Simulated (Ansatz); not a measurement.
Here is an Ansatz 0.2.0 calculation.

input.yaml

```yaml
crystal:
  lattice:
    - [3.2274645616, 0.0, 0.0]
    - [-1.6137322808, 2.7950663001, 0.0]
    - [0.0, 0.0, 6.31247342]
  atoms:
    - { symbol: Mo, position: [0.0, 0.0, 0.5] }
    - { symbol: S, position: [0.6666666667, 0.3333333333, 0.74468068] }
    - { symbol: S, position: [0.3333333333, 0.6666666667, 0.25531932] }
hamiltonian:
  xc: pbesol
  pseudopotentials: { kind: paw }
  dispersion: d4
kpoints:
  mp_grid: { grid: [9, 9, 4] }
scf:
  occupations: { method: fermi_dirac, width: 0.05 }
output:
  forces: true
  stress: true
relax:
  f_tol: 0.01
  max_steps: 40
  cell: { stress_tol: 0.05 }
```

Potentials or basis: Ansatz PAW.

Run with:

```bash
$ ansatz run input.yaml --threads 2 --pin off --max-ram 5120MiB --backend cpu --events-out ev --progress --plain --runs-dir out
```

(1) What does it give for the space group after relaxing (to 0.05 Å)?

(2) What does it give for the relaxed volume?

(3) What does it give for the relaxed cell?

## Answers

(1) P-3m1 (No. 164).

(2) 16.28 Å³/atom.

(3) a = 3.144 Å, b = 3.144 Å, c = 5.705 Å, α = 90.00°, β = 90.00°, γ = 120.00°.

Caveat: the PAW data sets come from PBE, with cores solved anew for the run's functional, which leaves a small shift of forces and pressure.
